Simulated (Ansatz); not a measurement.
Reaction (formal exchange of groups at the Sb–C bond): `[CH3][SbH][CH3]` + acetic acid → `[CH3][SbH][C](C)=O` + CH₃OH

Computed with Ansatz on PBE0-D4/def2-TZVP structures; ΔE is electronic, products minus reactants. CBS: MP2 limit from def2 TZ/QZ plus the TZ coupled-cluster correction, frozen cores. This one scheme is used for every species. def2 core potentials past Kr. For Sb outer-core shells are correlated without core-valence functions, which leaves a few kJ/mol of doubt a bond. Each species was taken in one conformer, which may not be the lowest.

`[CH3][SbH][CH3]`:

Z-matrix (Å, degrees):
```
C
Sb 1 2.159
H 1 1.090 2 109.6
H 1 1.091 2 108.8 3 118.8
H 1 1.089 2 110.6 3 -120.9
C 2 2.159 1 95.0 3 166.8
H 2 1.715 1 93.8 3 72.6
H 6 1.089 2 110.6 1 -45.9
H 6 1.091 2 108.8 1 74.5
H 6 1.090 2 109.6 1 -166.8
```

`CC(=O)O`:

```xyz
8

C     0.727   -0.616    0.120
C    -0.384    0.379    0.220
O    -0.769    0.908    1.227
O    -0.933    0.632   -0.983
H     0.351   -1.548   -0.305
H     1.499   -0.240   -0.554
H     1.146   -0.795    1.107
H    -1.637    1.279   -0.833
```

`[CH3][SbH][C](C)=O`:

Cartesian coordinates in Å:
```
C -0.351 1.503 -1.759
Sb -1.298 -0.091 -0.673
C 0.599 -0.607 0.399
C 0.471 -1.520 1.583
O 1.650 -0.189 0.004
H 0.680 1.569 -1.408
H -0.364 1.273 -2.823
H -0.875 2.441 -1.583
H -1.776 0.876 0.657
H 1.438 -1.663 2.068
H 0.077 -2.484 1.246
H -0.254 -1.109 2.291
```

CH₃OH:

```xyz
6

C     0.182    0.016   -0.306
O    -0.802   -0.436    0.596
H     0.056   -0.554   -1.227
H     1.200   -0.157    0.065
H     0.072    1.080   -0.546
H    -0.709    0.051    1.417
```

```json
{"level": "CCSD/def2-TZVPP", "ΔE (kcal/mol)": "29.9"}
{"level": "MP2/CBS(def2)", "ΔE (kcal/mol)": "29.8"}
```

Question: What does CCSD(T)/CBS give? (Best estimate.)

Answer: Ansatz gave: +28.7 kcal/mol. The listed levels differ from it by 1.2, 1.1 kcal/mol.

Largest T1 diagnostic among the species: 0.015.

From PBE to PBE0 (25 % exact exchange), in def2-TZVPP and without D4, ΔE moves by +2.0 kcal/mol. In def2-TZVPP, CCSD(T) changes the Hartree–Fock value by −3.6 kcal/mol (the triples alone add −0.7 kcal/mol) and MP2 by −2.5 kcal/mol.

CCSD(T)/CBS has its own doubt, a few kJ/mol and more with outer-core shells, so smaller differences from it don't rank the levels.
